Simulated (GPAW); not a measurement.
The system is CdS (Hawleyite).

```
CELL_PARAMETERS angstrom
0.00000 2.95488 2.95488
2.95488 0.00000 2.95488
2.95488 2.95488 0.00000
ATOMIC_POSITIONS crystal
Cd 0.00000 0.00000 0.00000
S 0.75000 0.75000 0.75000
```

Base run:

* Program: GPAW 26.7.0
* Functional: PBE
* Potentials or basis: GPAW PAW data sets (gpaw-data 1.2.1)
* Cutoff: 400 eV
* Basis: pw
* k mesh: 6 × 6 × 6
* Occupations: fermi-dirac, width 0.001 eV
* Spin: no spin polarisation

Its results: band gap on the k mesh 1.04 eV, direct; electronic dielectric tensor (diagonal) 5.84.

Question: The run is repeated on the same cell with these changes: functional from PBE to LDA; potentials or basis from GPAW PAW data sets (gpaw-data 1.2.1) to the program's PAW data sets (release 1.2.1) made for this functional. What comes out?

Answer: Band gap on the k mesh 0.76 eV, direct; electronic dielectric tensor (diagonal) 6.61.

Caveats: the long-wavelength limit can be off by several per cent where d states take part.

A k mesh can miss the band edges.
